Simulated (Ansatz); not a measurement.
Runs of Ansatz 0.2.0 on Ge. Symmetry: Fd-3m, No. 227, cubic system. The conventional cell has a = 5.658 Å, b = 5.658 Å, c = 5.658 Å, α = 90.00°, β = 90.00°, γ = 90.00°. Around Ge (site symmetry -43m) lie 4 Ge at 2.45 Å. 

| task | level | spin | cell | k mesh | cutoff (eV) | smearing | points for each segment of the path | gap on the mesh (eV) | pressure (GPa) | relaxed volume (Å³/atom) |
| --- | --- | --- | --- | --- | --- | --- | --- | --- | --- | --- |
| band structure | r2SCAN | off | as given | 8 × 8 × 8 | 500 | fermi-dirac 0.05 eV | 14 | 0.44 | 0.6 | - |
| band structure | BLYP | off | as given | 8 × 8 × 8 | 420 | fermi-dirac 0.05 eV | 14 | none | (b) | - |
| single point | PBE | off | as given | 8 × 8 × 8 | 420 | gaussian 0.011 eV | - | (a) | 3.6 | - |
| relaxation of cell and atoms | BLYP | off | relaxed | 8 × 8 × 8 | 420 | fermi-dirac 0.05 eV | - | - | 0.0 | 25.45 |
| atomic charges | r2SCAN | off | as given | 8 × 8 × 8 | 500 | gaussian 0.05 eV | - | 0.44 | 0.6 | - |
| band structure | PBE | off | as given | 8 × 8 × 8 | 420 | fermi-dirac 0.05 eV | 14 | none | 3.6 | - |
| band structure | PBE | SOC, no magnetisation | as given | 6 × 6 × 6 | 420 | fermi-dirac 0.05 eV | 14 | none | 3.7 | - |
| relaxation of cell and atoms | PBE | off | relaxed | 8 × 8 × 8 | 420 | fermi-dirac 0.05 eV | - | none | 0.0 | 23.91 |

Alike in all rows: potentials or basis Ansatz PAW.

Q: Estimate the missing entries.

A: (a) 0.03; (b) 7.3.

Caveats: the PAW data sets come from PBE, with cores solved anew for the run's functional, which leaves a small shift of forces and pressure (some runs); this crystal is a semiconductor, whose small gap the functional closes, so the metal is an error of the method (some runs); the plane-wave basis is chosen anew once the cell has moved, so the energies of steps on either side of that aren't comparable (some runs); the volume moved by +12 % from the deposited cell, more than functionals usually miss (some runs).

A k mesh can miss the band edges, and rows without SOC leave out spin-orbit coupling on Ge.

A gap of «none» marks a metal or a gap under the smearing width.
